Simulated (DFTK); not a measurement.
**SrO: equation of state with RPBE**

SrO:

```
Sr O
1.0
     3.62930    0.00000    0.00000
     1.81465    3.14306    0.00000
     1.81465    1.04769    2.96331
Sr O
1 1
Direct
  0.50000 0.50000 0.50000
  0.00000 0.00000 0.00000
```

```json
{
  "Program": "DFTK 0.8.2",
  "Task": "equation of state",
  "Functional": "RPBE",
  "Potentials or basis": "SG15 1.2 (PBE)",
  "Cutoff": "952 eV",
  "k mesh": "6 × 6 × 6",
  "Occupations": "fermi-dirac, width 0.05 eV",
  "Spin": "no spin polarisation",
  "Valence electrons": "O 6, Sr 10",
  "Volume scales": "[0.94, 0.96, 0.98, 1.0, 1.02, 1.04, 1.06]",
  "SCF tolerance on the density": "1e-06"
}
```

The equilibrium volume is 18.04 Å³/atom (rough: see the caveat) and the bulk modulus is 80 GPa (rough).

Energy against volume, from the lowest point:
```csv
volume (Å³/atom),energy (meV/atom)
15.887,79.29
16.225,54.21
16.563,34.60
16.901,19.87
17.239,9.35
17.577,2.71
17.915,0.00
```

Wall time 5.1 min on 1 thread of Intel(R) Xeon(R) Platinum 8488C (Sapphire Rapids), with other jobs on the host, peak memory 1.5 GiB.

Caveat: the minimum lies outside the volumes run; the cutoff is short for these potentials, so energies and forces aren't converged, fitted volumes are rough and the log's stress (off by 3 to 10 GPa or more in trials) isn't used; the potentials were made for another functional, which shifts forces and pressure.
